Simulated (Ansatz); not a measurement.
# CdS (Hawleyite) (F-43m) in Ansatz: notebook

Runs on CdS (Hawleyite). Level: r2SCAN+D3(BJ). Tasks: elastic constants, single point.

Everything below comes from runs of Ansatz 0.2.0. Logs are shortened: lines on timing, memory, paths and dates and some standing lists are left out, and cuts for length are marked.

### Step 1. Starting point

Symmetry: F-43m, No. 216, cubic system. The conventional cell has a = 5.833 Å, b = 5.833 Å, c = 5.833 Å, α = 90.00°, β = 90.00°, γ = 90.00°. Around Cd (site symmetry -43m) lie 4 S at 2.53 Å. S (site symmetry -43m) is surrounded by 4 Cd at 2.53 Å.

### Step 2. Elastic constants, r2SCAN+D3(BJ)

input.yaml reads:

```yaml
crystal:
  lattice: { a: 5.833, b: 5.833, c: 5.833, alpha: 90.0, beta: 90.0, gamma: 90.0 }
  space_group: 216
  reduce_to_primitive: true
  atoms:
    - { symbol: Cd, wyckoff: "4a", position: [0.0, 0.0, 0.0] }
    - { symbol: S, wyckoff: "4c", position: [0.25, 0.25, 0.25] }
hamiltonian:
  xc: r2scan
  pseudopotentials: { kind: paw }
  dispersion: d3bj
kpoints:
  mp_grid: { grid: [5, 5, 5] }
scf:
  occupations: { method: fixed }
output:
  forces: true
  stress: true
elastic:
  mode: relaxed_ion
  stencil: two_point
```

Potentials or basis: Ansatz PAW.

On the command line:

```
> ansatz run input.yaml --threads 1 --pin off --max-ram 2560MiB --backend cpu --events-out ev --progress --plain --runs-dir out
```

Standard output:

```text
Warning: the engine holds no damping parameters fitted to this dispersion correction and functional, so the run takes those fitted to r2scan beside the three-body term, which d3bj leaves out (hamiltonian.dispersion, under Limitations)
Warning: RAYON_NUM_THREADS=1 ignored (pool sized by the plan → 1); use --threads N
crystal.space_group: 216 is read as F-43m: the typed cell holds Cd4S4 (Cd 4a, S 4c). Least distances (Å): Cd–Cd 4.125, Cd–S 2.526, S–S 4.125
crystal.space_group generates its sites in this order, which a site index counts, at these fractional coordinates of the primitive cell where crystal.reduce_to_primitive is true, and else of the cell that is read (crystal.supercell repeats the list replica by replica, and crystal.defects acts on that): 0: Cd [0.000000, 0.000000, 0.000000]; 1: S [0.250000, 0.250000, 0.250000];
Engine: ansatz 0.2.0, aarch64-unknown-linux-gnu
Pseudopotentials: kind: paw
Pseudopotential: Cd, paw, valence charge 20, recommended cutoff 500 eV (meta_gga), Cd.paw.azcp
Pseudopotential: S, paw, valence charge 6, recommended cutoff 500 eV (meta_gga), S.paw.azcp
Functional definition: r2SCAN
  parameter k0 = 0.174
  parameter k1 = 0.065
  parameter a1 = 4.9479
  exchange = r2scan_x(k0 = k0, k1 = k1, a1 = a1)
  correlation = r2scan_c
Crystal: 2 atoms, lattice volume = 49.615 Å³
Basis set: ecut = 500 eV, 1243 PW (Γ), exchange–correlation on 128×128×128 points (64 copies of the dense FFT grid, shifted against one another)
Bands: 17, of which v1, the nominal top of the filled ones, is band 13 counted from 1 (12 counted from 0)
Symmetry: 24 space group operations
Space group: F-43m (ITA 216), of the structure as read, at distance tolerance 3.7e-5 Å
k-points: 10 of 125 (time reversal used)
Non-local potential: Cd, projectors of the file, l = 0: 3, l = 1: 2, l = 2: 2, l = 3: 1
Non-local potential: S, projectors of the file, l = 0: 2, l = 1: 2, l = 2: 2
PAW form: soft (Blöchl's): semilocal exchange-correlation on the pseudo side does not see the compensation charge
PAW frozen core: Cd, regenerated for the run's functional (the file was generated under x = pbe(κ = 0.804, μ = 0.2195149727645171), c = pbe(β = 0.06672455060314922))
PAW frozen core: S, regenerated for the run's functional (the file was generated under x = pbe(κ = 0.804, μ = 0.2195149727645171), c = pbe(β = 0.06672455060314922))
PAW one-centre angular grid: Cd, 590 points (default); XC on 160 Gauss nodes
PAW one-centre angular grid: S, 302 points (default); XC on 160 Gauss nodes
Initial density: superposition of atomic densities (neutral atoms: chi_scale 0, normalization atom), corrected by the library's trained network
Initial wavefunctions: pseudopotential atomic-orbital guess
Functional: x = r2scan, c = r2scan; τ floored in thin density (d = 2e-4 eV/Å³)
SCF iter   1: F=—  HF=-9175.882548 eV  |F-HF|=—  |Δ(HF+E_count)|=         —  Δρ=6.06e-3  dr2=9.56e-3  dr2_τ=1.64e-2  ethr=1.77e-3  ⟨swp⟩=4.9  Hψ=746  notcnv=0  defer=16
preconditioner: auto → none  [insulator: Δε(μ)=1.571 eV  Ē_g=13.101 eV  n_scr=14 (ndim 8)  ℏωp=22.4 eV  f_vac=0.134  ε∞_Penn≈3.9]
SCF iter   2: F=—  HF=-9175.894112 eV  |F-HF|=—  |Δ(HF+E_count)|=   1.16e-2  Δρ=3.11e-3  dr2=2.04e-3  dr2_τ=4.36e-4  ethr=3.68e-5  ⟨swp⟩=3.3  Hψ=382  notcnv=0  defer=18
SCF iter   3: F=—  HF=-9175.894865 eV  |F-HF|=—  |Δ(HF+E_count)|=   7.54e-4  Δρ=1.32e-3  dr2=4.66e-4  dr2_τ=4.70e-5  ethr=7.84e-6  ⟨swp⟩=2.0  Hψ=269  notcnv=0  defer=17
SCF iter   4: F=—  HF=-9175.894969 eV  |F-HF|=—  |Δ(HF+E_count)|=   1.04e-4  Δρ=6.46e-5  dr2=9.61e-7  dr2_τ=2.01e-7  ethr=1.79e-6  ⟨swp⟩=3.0  Hψ=323  notcnv=0  defer=17
SCF iter   5: F=—  HF=-9175.894958 eV  |F-HF|=—  |Δ(HF+E_count)|=   1.16e-5  Δρ=1.64e-5  dr2=6.59e-8  dr2_τ=1.64e-8  ethr=3.70e-9  ⟨swp⟩=2.0  Hψ=260  notcnv=0  defer=1
SCF iter   6: F=—  HF=-9175.894958 eV  |F-HF|=—  |Δ(HF+E_count)|=   9.19e-8  Δρ=3.59e-6  dr2=6.98e-9  dr2_τ=3.64e-10  ethr=2.54e-10  ⟨swp⟩=2.0  Hψ=260  notcnv=0  defer=1
SCF iter   7: F=—  HF=-9175.894958 eV  |F-HF|=—  |Δ(HF+E_count)|=  7.13e-10  Δρ=4.35e-7  dr2=4.69e-11  dr2_τ=9.92e-12  ethr=2.69e-11  ⟨swp⟩=2.3  Hψ=272  notcnv=0  defer=1
SCF iter   8: F=—  HF=-9175.894958 eV  |F-HF|=—  |Δ(HF+E_count)|=  6.18e-11  Δρ=6.59e-8  dr2=1.07e-12  dr2_τ=1.89e-13  ethr=1.80e-13 (applied; sched 1.00e-12)  ⟨swp⟩=2.0  Hψ=260  notcnv=0  defer=1
SCF iter   9: F=-9175.894958 eV  HF=-9175.894958 eV  |F-HF|=1.82e-12  |Δ(HF+E_count)|=    0.00e0  Δρ=5.40e-9  dr2=8.96e-15  dr2_τ=1.17e-15  ethr=1.00e-12  ⟨swp⟩=7.0  Hψ=802  notcnv=0
SCF 1 converged in 9 iterations: F = -9175.894958 eV  dr2 = 8.96e-15
Initial density: handed on by an earlier stage of this run
Initial wavefunctions: those handed on with the density
iter 1 solved again at ethr=1.00e-12 eV; its pass at ethr=3.10e-3 eV (dr2=1.63e-14 eV) is discarded
SCF iter   1: F=—  HF=-9175.894958 eV  |F-HF|=—  |Δ(HF+E_count)|=         —  Δρ=5.43e-9  dr2=9.25e-15  dr2_τ=1.18e-15  ethr=1.00e-12  ⟨swp⟩=2.2  Hψ=833  notcnv=0
preconditioner: auto → none  [insulator: Δε(μ)=1.593 eV  Ē_g=13.046 eV  n_scr=14 (ndim 8)  ℏωp=22.4 eV  f_vac=0.128  ε∞_Penn≈3.9]
[... 86 lines left out ...]
SCF iter   4: F=—  HF=-9175.894936 eV  |F-HF|=—  |Δ(HF+E_count)|=   1.45e-7  Δρ=4.11e-6  dr2=2.90e-9  dr2_τ=6.06e-10  ethr=1.00e-9  ⟨swp⟩=2.0  Hψ=810  notcnv=0  defer=1
SCF iter   5: F=—  HF=-9175.894936 eV  |F-HF|=—  |Δ(HF+E_count)|=  1.20e-10  Δρ=1.12e-6  dr2=5.70e-10  dr2_τ=1.65e-11  ethr=1.11e-11  ⟨swp⟩=2.9  Hψ=830  notcnv=0  defer=1
SCF iter   6: F=—  HF=-9175.894936 eV  |F-HF|=—  |Δ(HF+E_count)|=  7.28e-11  Δρ=4.34e-7  dr2=8.80e-11  dr2_τ=2.26e-12  ethr=2.19e-12  ⟨swp⟩=2.0  Hψ=674  notcnv=0  defer=1
SCF iter   7: F=—  HF=-9175.894936 eV  |F-HF|=—  |Δ(HF+E_count)|=  1.09e-11  Δρ=2.21e-7  dr2=2.07e-11  dr2_τ=4.27e-13  ethr=3.38e-13 (applied; sched 1.00e-12)  ⟨swp⟩=2.5  Hψ=726  notcnv=0  defer=1
SCF iter   8: F=—  HF=-9175.894936 eV  |F-HF|=—  |Δ(HF+E_count)|=  5.46e-12  Δρ=7.67e-8  dr2=2.56e-12  dr2_τ=5.68e-14  ethr=7.95e-14 (applied; sched 1.00e-12)  ⟨swp⟩=2.0  Hψ=810  notcnv=0  defer=1
SCF iter   9: F=-9175.894936 eV  HF=-9175.894936 eV  |F-HF|=1.82e-12  |Δ(HF+E_count)|=  3.64e-12  Δρ=4.35e-9  dr2=4.29e-15  dr2_τ=4.28e-16  ethr=1.00e-12  ⟨swp⟩=3.0  Hψ=1906  notcnv=0
SCF 10 converged in 9 iterations: F = -9175.894936 eV  dr2 = 4.29e-15
relax step   2: F+E_penalty+E_count = -9175.89493584 eV  Δ(F+E_penalty+E_count) = -1.955e-5 eV  max|allowed force component| = 7.587e-8 eV/Å  Δτ_max = 0.0014 Å  (9 SCF iters, accepted)
iter 1 solved again at ethr=1.00e-12 eV; its pass at ethr=3.10e-3 eV (dr2=1.41e-14 eV) is discarded
SCF iter   1: F=—  HF=-9175.894936 eV  |F-HF|=—  |Δ(HF+E_count)|=         —  Δρ=4.32e-9  dr2=4.28e-15  dr2_τ=4.25e-16  ethr=1.00e-12  ⟨swp⟩=2.2  Hψ=2251  notcnv=0  defer=2
SCF iter   2: F=-9175.894936 eV  HF=-9175.894936 eV  |F-HF|=3.64e-12  |Δ(HF+E_count)|=  5.46e-12  Δρ=2.12e-9  dr2=9.21e-16  dr2_τ=1.57e-16  ethr=1.00e-12  ⟨swp⟩=4.4  Hψ=1427  notcnv=0
SCF 11 converged in 2 iterations: F = -9175.894936 eV  dr2 = 9.21e-16
SCF converged after 2 iterations
Free energy (F): -9175.894958 eV
Harris-Foulkes:  -9175.894958 eV  (|F-HF|=7.28e-12)
Internal energy: -9175.894958 eV  (E = F + TS)
E sigma→0 (E₀):  -9175.894958 eV
Fermi energy:    6.648253 eV
--- Per-component energies (eV) ---
  E_band       = -533.989152
  E_kinetic    = 612.359768
  E_local      = -4014.654448  (includes V_loc(G=0)·N_el)
  E_nonlocal   = 63.115332
  E_hartree    = 1845.284578
  E_xc         = -260.198706
  E_vxc        = -340.546990  (∫ρ·V_xc dr)
  E_paw        = -4715.849286  (= ΣΔE_a)
  E_vpaw       = -566.564966  (= ΣTr[D̂ρ^β])
  E_aug_tail   = 0.000007  (compensation charges beyond the density's cutoff)
  E_vtau       = 21.732988  (kinetic-family band-sum trace: ∫τ·v_τ [+ j·A + Jᵃ·Aᵃ] dr)
  E_ewald      = -2704.981299
  E_disp       = -0.296367  (pairwise vdW)
  E_core_change = -0.674537  (= ΣΔE_core)
  E_smearing   = -0.000000  (= −TS)
  E_closure    = 0.000000  (closes the sum)
  Σ components = -9175.894958   (vs F -9175.894958, Δ=0.00e0)
--- Forces (eV/Å), atoms counted from 1 ---
  atom   1  Cd    -0.00000000     0.00000000    -0.00000000
  atom   2  S      0.00000000     0.00000000     0.00000000
  max |Σ_I F_I| component: 2.43e-17 eV/Å
--- Stress (GPa, compression-positive) ---
        0.529509       0.000000       0.000000
        0.000000       0.529509       0.000000
        0.000000       0.000000       0.529509
  P = ⅓ Tr σ = 0.5295 GPa (5.295 kbar)
--- Band table (eV; the first three rows and the last of 10) ---
  k-point 0: bands = ["-97.4328", "-57.5962", "-57.5962", "-57.5962", "-6.2140", "-1.3527", "-1.3527", "-1.3527", "-0.8482", "-0.8482", "6.6483", "6.6483", "6.6483", "8.2410", "13.7086", "13.7086", "13.7086"]
  k-point 1: bands = ["-97.4328", "-57.5964", "-57.5963", "-57.5963", "-6.0655", "-1.2996", "-1.2996", "-1.1920", "-0.8474", "-0.8474", "4.7683", "6.3650", "6.3650", "9.6118", "13.2885", "14.1187", "14.1187"]
  k-point 2: bands = ["-97.4328", "-57.5968", "-57.5963", "-57.5963", "-5.8249", "-1.2335", "-1.2335", "-0.8190", "-0.8190", "-0.6404", "2.6104", "5.9507", "5.9507", "10.1273", "14.1655", "14.1655", "14.2215"]
  k-point 9: bands = ["-97.4328", "-57.5968", "-57.5966", "-57.5964", "-5.6860", "-1.1231", "-1.1084", "-0.9165", "-0.8166", "-0.3256", "2.8183", "4.3056", "4.9446", "12.1816", "12.3462", "13.9780", "16.1715"]
--- Elastic constants: 2 strain directions × 2 members + reference (group order 24) ---
  dense FFT box of the reference and of every strained cell: 32×32×32
  strains applied: 11, 23; error gains: componentwise 1.00 (the most a stress slope's error grows in a printed constant), spectral 1.73 (1 for all six strains in a standard setting)
  pairwise dispersion correction: d3bj (s6 = 1.0, s8 = 0.78981345, a1 = 0.49484001, a2_bohr = 5.73083694), with the weights of each atom's references fixed at the reference crystal's, and the forces and stress that the weights' published response gives there kept as a pressure on the atom's counted neighbours (hamiltonian.dispersion)
  C = ∂σ_k/∂η_j (tension-positive GPa; Voigt order 11 22 33 23 13 12):
        76.541     59.649     59.649      0.000      0.000     -0.000
        59.649     76.541     59.649      0.000     -0.000     -0.000
        59.649     59.649     76.541      0.000     -0.000     -0.000
        -0.000      0.000      0.000     24.871      0.000      0.000
         0.000      0.000     -0.000      0.000     24.871      0.000
         0.000     -0.000      0.000      0.000      0.000     24.871
  reference stress σ⁰ (GPa):     -0.530     -0.530     -0.530     -0.000     -0.000     -0.000
  C* (energy form; C + prestress term) asymmetry max|C*_kj − C*_jk| = 3.553e-14 GPa — a small one proves nothing (zero by symmetry where the batch's group is 432, −43m or m−3m); a large one is finite-difference/SCF noise where every solve meets its electron count
  moduli (Voigt/Reuss/Hill, GPa): K = 65.28/65.28/65.28   G = 18.30/13.99/16.15   E = 44.75   ν = 0.386
  mechanically stable: yes (min eigenvalue of sym C = 16.89 GPa)
  strain η (Voigt 11):  stress-route row diagonal C_11 = 76.54 GPa, energy-path curvature d²(F+E_count+ΔE)/dδ²/Ω₀ = 76.71 GPa
         δ    σ_11 (GPa)             F (eV)   n_scf  n_hpsi   n_pw
    -2.000e-3      -0.6828       -9175.8945740       9    6296   1291   relax 0 steps, max|allowed force component| 3.30e-17 eV/Å
     2.000e-3      -0.3766       -9175.8952265       6    5069   1295   relax 0 steps, max|allowed force component| 3.47e-17 eV/Å
  strain η (Voigt 23):  stress-route row diagonal C_44 = 24.87 GPa, energy-path curvature d²(F+E_count+ΔE)/dδ²/Ω₀ = 25.24 GPa
         δ    σ_23 (GPa)             F (eV)   n_scf  n_hpsi   n_pw
    -2.000e-3      -0.0497       -9175.8949358       2    3946   1292   relax 3 steps, max|allowed force component| 4.05e-9 eV/Å
     2.000e-3       0.0497       -9175.8949358       2    3901   1292   relax 2 steps, max|allowed force component| 7.59e-8 eV/Å
```

Run time: 43 s. Hardware: 1 thread of Arm Neoverse V2, shared host; peak memory 0.47 GiB.

Results:

* Free energy: -9175.8950 eV
* Pressure: 0.5 GPa
* Band gap on the k mesh: 1.59 eV, direct
* Elastic constants C11, C12, C44: 77, 60, 25 GPa
* Voigt bulk modulus: 65 GPa

Elastic tensor in Voigt notation (GPa, in the Cartesian axes of the cell as first typed):
```
77 60 60  0  0  0
60 77 60  0  0  0
60 60 77  0  0  0
 0  0  0 25  0  0
 0  0  0  0 25  0
 0  0  0  0  0 25
```

Caveat: odd divisions of the mesh miss points on the zone boundary, where band edges often lie, so the gap on the mesh can be too wide; the PAW data sets come from PBE, with cores solved anew for the run's functional, which leaves a small shift of forces and pressure; the dispersion damping was fitted for another functional or another form of the correction.

### Step 3. Single point, r2SCAN+D3(BJ), collinear spin, ferromagnetic start, 24.81 Å³/atom

input.yaml reads:

```yaml
crystal:
  lattice:
    - [0.0, 2.9165, 2.9165]
    - [2.9165, 0.0, 2.9165]
    - [2.9165, 2.9165, 0.0]
  atoms:
    - { symbol: Cd, position: [0.0, 0.0, 0.0], spin: 0.5 }
    - { symbol: S, position: [0.75, 0.75, 0.75] }
hamiltonian:
  xc: r2scan
  pseudopotentials: { kind: nc, source: spms }
  dispersion: d3bj
magnetization:
  spin_polarized: true
kpoints:
  mp_grid: { grid: [8, 8, 8] }
scf:
  occupations: { method: gaussian, width: 0.025 }
output:
  forces: true
  stress: true
  eigenvalues: true
  write_density: true
  write_potential: true
  elf: true
  volumetric_format: npy
```

Potentials or basis: SPMS NC.

On the command line:

```
> ansatz run input.yaml --threads 1 --pin off --max-ram 2560MiB --backend cpu --events-out ev --progress --plain --runs-dir out
```

Wall time 49 s (1 thread of Arm Neoverse V2, shared host); peak memory 0.47 GiB.

The run converged. Its results:

| Property | Result |
| --- | --- |
| Free energy | -4900.1226 eV |
| Pressure | 0.0 GPa |
| Band gap on the k mesh | 1.39 eV, direct |
| Net moment | 0.00 μB per cell |
| Absolute moment | 0.00 μB per cell |

Caveat: the meta-GGA runs on potentials made for a GGA; the potentials were made for another functional, which shifts forces and pressure; the dispersion damping was fitted for another functional or another form of the correction; the starting moments weren't kept.
